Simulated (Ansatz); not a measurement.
## SnO$_{2}$: the gap against volume

SnO$_{2}$, P4_2/mnm, a = 4.760 Å, c = 3.201 Å. Ansatz: r2SCAN, PAW, 500 eV, Γ-centred 6×6×8 mesh on 6 atoms, Gaussian smearing 0.02 eV; no spin polarisation. Shape and atoms are relaxed at each volume; x = ln(V/V0) with V0 = 12.087 Å³/atom. The gap is read at the mesh points alone.

```
      x gap y (eV)
-0.1278       3.326
-0.0943           ?
-0.0619       2.484
-0.0305       2.110
 0.0000       1.768
 0.0296       1.460
 0.0583       1.189
 0.0953       0.892
```

Q: Fit a straight line to the other rows, give the volume deformation potential of the gap and its pressure coefficient, and predict the missing gap. B0 = 201.1 GPa.

A: Means x = -0.005286, y = 1.8899; Σ(Δx)² = 0.03426, ΣΔxΔy = -0.3757; the slope is their ratio. y = 1.8319 − 10.968 x. The slope is the deformation potential a = dE_g/d ln V = -10.97 eV, and dE_g/dP = −a/B0 = 54.5 meV/GPa. At x = -0.0943 the fit asked for gives 2.866 eV. The run gave 2.889 eV, so the fit is 0.023 eV too low, within the rms miss on the fitted rows (0.065 eV).

Semilocal functionals give gaps under the measured ones; changes of the gap mostly carry over better.